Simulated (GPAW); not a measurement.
# GaSb (F-43m) in GPAW: a series of runs, part 2 of 2

GPAW 26.7.0. Earlier steps stand in the parts before.

### 5 Equation of state, revPBE+D3

File run.py:

```python
from ase.calculators.mixing import SumCalculator
from ase.eos import EquationOfState
from ase.io import Trajectory
from ase.spacegroup import crystal
from ase.units import GPa
from dftd3.ase import DFTD3
from gpaw import GPAW, PW

# Sb 4c
# Ga 4a
atoms = crystal(['Sb', 'Ga'],
                basis=[[0.25, 0.25, 0.25],
                       [0.0, 0.0, 0.0]],
                spacegroup=216, setting=1,  # F-43m
                cellpar=[6.118, 6.118, 6.118, 90.0, 90.0, 90.0],
                primitive_cell=True)

traj = Trajectory('eos.traj', 'w')
volumes, energies = [], []
for x in [0.94, 0.96, 0.98, 1.0, 1.02, 1.04, 1.06]:
    a = atoms.copy()
    a.set_cell(atoms.cell * x**(1 / 3), scale_atoms=True)
    calc = GPAW(mode=PW(600),
                xc='revPBE',
                kpts={'size': (6, 6, 6), 'gamma': True},
                occupations={'name': 'fermi-dirac', 'width': 0.05},
                nbands=18,
                convergence={'density': 1e-05, 'energy': 1e-05},
                maxiter=150,
                txt=f'eos-{x:.2f}.txt')
    a.calc = SumCalculator([calc, DFTD3(method='revpbe', damping='d3zero')])
    energies.append(a.get_potential_energy())
    volumes.append(a.get_volume())
    p = -a.get_stress()[:3].mean() / GPa
    calc.write(f'eos-{x:.2f}.gpw')
    traj.write(a)
    print(f'{x:.2f} {volumes[-1]:10.4f} A^3 {energies[-1]:14.6f} eV {p:9.3f} GPa', flush=True)

v0, e0, B = EquationOfState(volumes, energies, eos='birchmurnaghan').fit()
print(f'V0 = {v0:.4f} A^3, E0 = {e0:.6f} eV, B0 = {B / GPa:.2f} GPa')
```

Potentials or basis: the program's PAW data sets (release 1.2.1) made for this functional, pw.

Launch:

```console
OMP_NUM_THREADS=1 python run.py
```

Output:

```text
__  _  _
 | _ |_)|_||  |
 |__||  | ||/\| - 26.7.0

Input parameters:
  mode=PW(ecut=600.0),
  convergence={'density': 1e-05, 'energy': 1e-05},
  kpts=MonkhorstPack(size=(6, 6, 6), gamma=True),
  maxiter=150,
  nbands=18,
  occupations=Occupations(name='fermi-dirac', width=0.05),
  xc=XC(name='revPBE')

Diagonalizing LCAO Hamiltonian
Converting LCAO to pw mode

            Sb

       Ga

Atoms  # Å, Bohr magnetons
|   | symbol |        x |        y |        z |    initial magnetic moments |
|---|--------|----------|----------|----------|-----------------------------|
| 0 |     Sb | 1.508829 | 1.508829 | 1.508829 | ( 0.0000,  0.0000,  0.0000) |
| 1 |     Ga | 0.000000 | 0.000000 | 0.000000 | ( 0.0000,  0.0000,  0.0000) |

Unit cell  # Å
| periodic |        x |        y |        z |  lengths |    angles |
[... 170 lines left out ...]
|iter:   3| |   -6.960205 | -2.40 | -1.30 |
|iter:   4| |   -6.964923 | -3.08 | -1.83 |
|iter:   5| |   -6.965452 | -4.10 | -2.57 |
|iter:   6| |   -6.965626 | -4.75 | -2.93 |
|iter:   7| |   -6.965627c| -6.57 | -4.03 |
|iter:   8| |   -6.965627c| -7.28 | -4.51 |
|iter:   9| |   -6.965627c| -8.20c| -5.43c|

Converged in 9 steps
Energy contributions relative to reference atoms: (reference = -229177.001197)

Energy contributions:
  Kinetic:          17.036843
  Coulomb:         -14.614736
  Zero:              0.174790
  External:          0.000000
  Xc:               -9.562471
  Entropy:          -0.000108
  Spinorbit:         0.000000
  ----------------------------
  Free energy:      -6.965681
  Extrapolated:     -6.965627

dipole moment: (-20.078212, -20.078212, -20.078212)  # |e|*Ang

Fermi level: 5.644
Eigenvalues  # (at kpt = [0.000, 0.000, 0.000])
| band index |      eig [eV] | occ [0-2] |
|------------|---------------|-----------|
|          0 |       -23.440 |     2.000 |
|          1 |       -23.440 |     2.000 |
|          2 |       -23.440 |     2.000 |
|          3 |       -23.421 |     2.000 |
|          4 |       -23.421 |     2.000 |
|          5 |        -6.316 |     2.000 |
[... 10 lines left out ...]
|         16 |        15.029 |     0.000 |
|         17 |        15.029 |     0.000 |

Gap: 0.462 eV
Transition (v -> c):
  (s=0, k=0, n=8, [0.00, 0.00, 0.00]) -> (s=0, k=0, n=9, [0.00, 0.00, 0.00])
No difference between direct/indirect transitions

Stress tensor  # eV/Ang^3
|         x |         y |         z |
|-----------|-----------|-----------|
| -0.038247 | -0.000000 |  0.000000 |
| -0.000000 | -0.038247 |  0.000000 |
|  0.000000 |  0.000000 | -0.038247 |

# Writing to eos-0.96.gpw (mode='')
```

eos-0.94.txt:

```text
SCF iterations
|iter     | |      energy | eigst |  dens |
|---------|-|-------------|-------|-------|
|iter:   1| |   -6.907214 | +0.22 |       |
|iter:   2| |   -6.912128 | -2.02 | -1.28 |
|iter:   3| |   -6.910718 | -2.39 | -1.30 |
|iter:   4| |   -6.915560 | -3.07 | -1.83 |
|iter:   5| |   -6.916111 | -4.09 | -2.57 |
[... 42 lines left out ...]
|         16 |        15.270 |     0.000 |
|         17 |        15.270 |     0.000 |

Gap: 0.620 eV
Transition (v -> c):
  (s=0, k=0, n=8, [0.00, 0.00, 0.00]) -> (s=0, k=0, n=9, [0.00, 0.00, 0.00])
No difference between direct/indirect transitions

Stress tensor  # eV/Ang^3
|         x |         y |         z |
|-----------|-----------|-----------|
| -0.047960 | -0.000000 |  0.000000 |
| -0.000000 | -0.047960 |  0.000000 |
|  0.000000 |  0.000000 | -0.047960 |

# Writing to eos-0.94.gpw (mode='')
```

It took 69 s on 1 thread of Arm Neoverse V1, shared host; peak memory 0.26 GiB.

What came out:

| Property | Result |
| --- | --- |
| Equilibrium volume | 29.38 Å³/atom |
| Bulk modulus | 49 GPa |
| Pressure derivative of the bulk modulus | 5.1 (rough: it moves with the points fitted) |

Energy against volume, from the lowest point:
| volume (Å³/atom) | energy (meV/atom) |
| --- | --- |
| 26.907 | 37.96 |
| 27.480 | 21.39 |
| 28.052 | 9.93 |
| 28.625 | 3.00 |
| 29.197 | 0.00 |
| 29.770 | 0.50 |
| 30.342 | 4.28 |

Spin-orbit coupling is left out, which matters for the levels of Sb. Zero-point motion and thermal expansion aren't in these numbers.

### 6 Equation of state, TPSS+D3(BJ)

File run.py:

```python
from ase.calculators.mixing import SumCalculator
from ase.eos import EquationOfState
from ase.io import Trajectory, read
from ase.units import GPa
from dftd3.ase import DFTD3
from gpaw import GPAW, PW

atoms = read('POSCAR')

traj = Trajectory('eos.traj', 'w')
volumes, energies = [], []
for x in [0.94, 0.96, 0.98, 1.0, 1.02, 1.04, 1.06]:
    a = atoms.copy()
    a.set_cell(atoms.cell * x**(1 / 3), scale_atoms=True)
    calc = GPAW(mode=PW(600),
                xc='MGGA_X_TPSS+MGGA_C_TPSS',
                kpts={'size': (6, 6, 6), 'gamma': True},
                occupations={'name': 'fermi-dirac', 'width': 0.05},
                nbands=18,
                convergence={'density': 1e-05, 'energy': 1e-05},
                eigensolver='davidson',
                maxiter=150,
                txt=f'eos-{x:.2f}.txt')
    a.calc = SumCalculator([calc, DFTD3(method='tpss', damping='d3bj')])
    energies.append(a.get_potential_energy())
    volumes.append(a.get_volume())
    p = -a.get_stress()[:3].mean() / GPa
    calc.write(f'eos-{x:.2f}.gpw')
    traj.write(a)
    print(f'{x:.2f} {volumes[-1]:10.4f} A^3 {energies[-1]:14.6f} eV {p:9.3f} GPa', flush=True)

v0, e0, B = EquationOfState(volumes, energies, eos='birchmurnaghan').fit()
print(f'V0 = {v0:.4f} A^3, E0 = {e0:.6f} eV, B0 = {B / GPa:.2f} GPa')
```

File POSCAR:

```
GaSb
1.0
    0.0000000000      3.0590000000      3.0590000000
    3.0590000000      0.0000000000      3.0590000000
    3.0590000000      3.0590000000      0.0000000000
Sb Ga
1 1
Direct
    0.7500000000      0.7500000000      0.7500000000
    0.0000000000      0.0000000000      0.0000000000
```

Potentials or basis: GPAW PAW data sets (gpaw-data 1.2.1), pw.

Launch:

```console
OMP_NUM_THREADS=1 python run.py
```

Output:

```text
__  _  _
 | _ |_)|_||  |
 |__||  | ||/\| - 26.7.0

Input parameters:
  mode=PW(ecut=600.0),
  convergence={'density': 1e-05, 'energy': 1e-05},
  eigensolver=Davidson(niter=2),
  kpts=MonkhorstPack(size=(6, 6, 6), gamma=True),
  maxiter=150,
  nbands=18,
  occupations=Occupations(name='fermi-dirac', width=0.05),
  xc=XC(name='MGGA_X_TPSS+MGGA_C_TPSS')

Diagonalizing LCAO Hamiltonian
Converting LCAO to pw mode

                     Sb

       Ga

Atoms  # Å, Bohr magnetons
|   | symbol |        x |        y |        z |    initial magnetic moments |
|---|--------|----------|----------|----------|-----------------------------|
| 0 |     Sb | 4.494831 | 4.494831 | 4.494831 | ( 0.0000,  0.0000,  0.0000) |
| 1 |     Ga | 0.000000 | 0.000000 | 0.000000 | ( 0.0000,  0.0000,  0.0000) |

Unit cell  # Å
| periodic |        x |        y |        z |  lengths |    angles |
|----------|----------|----------|----------|----------|-----------|
|      yes | 0.000000 | 2.996554 | 2.996554 | 4.237767 | 60.000000 |
|      yes | 2.996554 | 0.000000 | 2.996554 | 4.237767 | 60.000000 |
|      yes | 2.996554 | 2.996554 | 0.000000 | 4.237767 | 60.000000 |

Number of symmetries: 24
Symmetry operations  # r_c * U_cc + t_c -> r_c
|    | kind |            matrix            |
|----|------|------------------------------|
|  0 |  E   |  1, 0, 0,  0, 1, 0,  0, 0, 1 |
|  1 |  σ   |  1, 0, 0,  0, 0, 1,  0, 1, 0 |
|  2 |  σ   |  1, 0,-1,  0, 1,-1,  0, 0,-1 |
|  3 |  C3  |  1, 0,-1,  0, 0,-1,  0, 1,-1 |
|  4 |  C3  |  1,-1, 0,  0,-1, 1,  0,-1, 0 |
|  5 |  σ   |  1,-1, 0,  0,-1, 0,  0,-1, 1 |
|  6 |  σ   |  0, 1, 0,  1, 0, 0,  0, 0, 1 |
|  7 |  C3  |  0, 1, 0,  0, 0, 1,  1, 0, 0 |
|  8 |  C2  |  0, 1,-1,  1, 0,-1,  0, 0,-1 |
|  9 |  S4  |  0, 1,-1,  0, 0,-1,  1, 0,-1 |
[... 150 lines left out ...]
|iter:   2| |  -19.882578 | +0.44 | -0.93 |
|iter:   3| |  -20.202340 | -0.78 | -1.25 |
|iter:   4| |  -20.193669 | -2.10 | -1.29 |
|iter:   5| |  -20.206578 | -2.72 | -1.51 |
|iter:   6| |  -20.221325 | -3.11 | -1.89 |
|iter:   7| |  -20.218590 | -4.35 | -1.87 |
|iter:   8| |  -20.214667 | -4.55 | -1.93 |
|iter:   9| |  -20.213979 | -5.32 | -2.12 |
|iter:  10| |  -20.212700 | -4.99 | -2.18 |
|iter:  11| |  -20.212355 | -5.41 | -2.30 |
|iter:  12| |  -20.211329 | -4.67 | -2.36 |
|iter:  13| |  -20.211278 | -4.82 | -2.79 |
|iter:  14| |  -20.211311c| -5.49 | -3.41 |
|iter:  15| |  -20.211314c| -6.39 | -4.10 |
|iter:  16| |  -20.211314c| -7.42c| -4.70 |
|iter:  17| |  -20.211314c| -8.23c| -5.23c|

Converged in 17 steps
Energy contributions relative to reference atoms: (reference = -229166.229777)

Energy contributions:
  Kinetic:          13.875121
  Coulomb:         -11.628412
  Zero:              0.338761
  External:          0.000000
  Xc:              -22.796763
  Entropy:          -0.000041
  Spinorbit:         0.000000
  ----------------------------
  Free energy:     -20.211335
  Extrapolated:    -20.211314

dipole moment: (-10.586831, -10.586831, -10.586831)  # |e|*Ang

Fermi level: 5.823
Eigenvalues  # (at kpt = [0.000, 0.000, 0.000])
| band index |      eig [eV] | occ [0-2] |
|------------|---------------|-----------|
|          0 |       -23.426 |     2.000 |
|          1 |       -23.426 |     2.000 |
|          2 |       -23.426 |     2.000 |
|          3 |       -23.408 |     2.000 |
|          4 |       -23.408 |     2.000 |
|          5 |        -6.516 |     2.000 |
[... 10 lines left out ...]
|         16 |        15.242 |     0.000 |
|         17 |        15.242 |     0.000 |

Gap: 0.645 eV
Transition (v -> c):
  (s=0, k=0, n=8, [0.00, 0.00, 0.00]) -> (s=0, k=15, n=9, [0.50, 0.50, 0.50])
Direct/indirect transitions are different
Direct gap: 0.687 eV
Transition at: (s=0, k=0, n=8, [0.00, 0.00, 0.00])

Stress tensor  # eV/Ang^3
|         x |         y |         z |
|-----------|-----------|-----------|
| -0.033781 |  0.000000 |  0.000000 |
|  0.000000 | -0.033781 |  0.000000 |
|  0.000000 |  0.000000 | -0.033781 |

# Writing to eos-0.94.gpw (mode='')
```

stdout:

```text
0.94    53.8141 A^3     -21.262586 eV     2.116 GPa
0.96    54.9591 A^3     -21.272672 eV     0.756 GPa
0.98    56.1041 A^3     -21.273699 eV    -0.447 GPa
1.00    57.2491 A^3     -21.266575 eV    -1.499 GPa
1.02    58.3941 A^3     -21.252437 eV    -2.394 GPa
1.04    59.5390 A^3     -21.232531 eV    -3.173 GPa
1.06    60.6840 A^3     -21.207304 eV    -3.906 GPa
V0 = 55.6473 A^3, E0 = -21.274307 eV, B0 = 57.62 GPa
```

It took 5.5 min on 1 thread of Arm Neoverse V1, shared host; peak memory 0.91 GiB.

What came out:

```
Equilibrium volume : 27.83 Å³/atom (rough: see the caveat)
Bulk modulus       : 57 GPa (rough)
```

Energy against volume, from the lowest point:
```
volume (Å³/atom)  energy (meV/atom)
          26.907               5.59
          27.480               0.54
          28.052               0.00
          28.625               3.49
          29.197              10.44
          29.770              20.37
          30.342              33.01
```

Caveat: the points scatter about the fit; the PAW data sets were made with another functional, which shifts forces and pressure a little. Spin-orbit coupling is left out, which matters for the levels of Sb.

### 7 Comparison with measurements

Step 2. A measured gap of GaSb is 0.811 eV (direct; 4.2 K; a printed reference work, data compilation); the calculated 0.00 eV misses it by -0.81 eV. The value is that of C09-vdW, without temperature or zero-point motion.

Step 3. Against the measured gap of GaSb, 0.811 eV (direct; 4.2 K; a printed reference work, data compilation), the calculated 0.00 eV is off by -0.81 eV. The value is that of SCAN, without temperature or zero-point motion.
